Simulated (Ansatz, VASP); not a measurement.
**RbBr: VASP beside Ansatz**

```xyz
10
Lattice="4.8440 0.0000 0.0000 0.0000 6.8504 0.0000 0.0000 0.0000 24.6880" Properties=species:S:1:pos:R:3 pbc="T T T"
Rb    2.4220    3.4252    7.5000
Rb    0.0000    0.0000    9.9220
Rb    2.4220    3.4252   12.3440
Rb    0.0000    0.0000   14.7660
Rb    2.4220    3.4252   17.1880
Br    2.4220    0.0000    7.5000
Br    0.0000    3.4252    9.9220
Br    2.4220    0.0000   12.3440
Br    0.0000    3.4252   14.7660
Br    2.4220    0.0000   17.1880
```

Alike in both runs: task single point; functional PBEsol; k mesh 6 × 4 × 1; occupations gaussian, width 0.05 eV; no spin polarisation.

|  | VASP | Ansatz |
| --- | --- | --- |
| version | VASP 6.6.1 | Ansatz 0.2.0 |
| potentials or method | VASP PAW PBE potentials, release 64 (Rb_sv, Br) | scalar-relativistic, plane waves, PAW |
| plane-wave cutoff (eV) | 520 | 420 |
| valence electrons in the cell | 80 | 80 |

|  | VASP | Ansatz | Ansatz less VASP |
| --- | --- | --- | --- |
| gap on the k mesh at the Fermi level (eV) | 3.68 | 3.68 | +0.001 |
| least direct gap on the mesh (eV) | 3.68 | 3.68 | +0.001 |
| rms of the force components (eV/Å) | 0.063 | 0.064 | +0.0010 |

Caveats: the PAW data sets were made with another functional, which shifts forces and pressure a little (VASP).
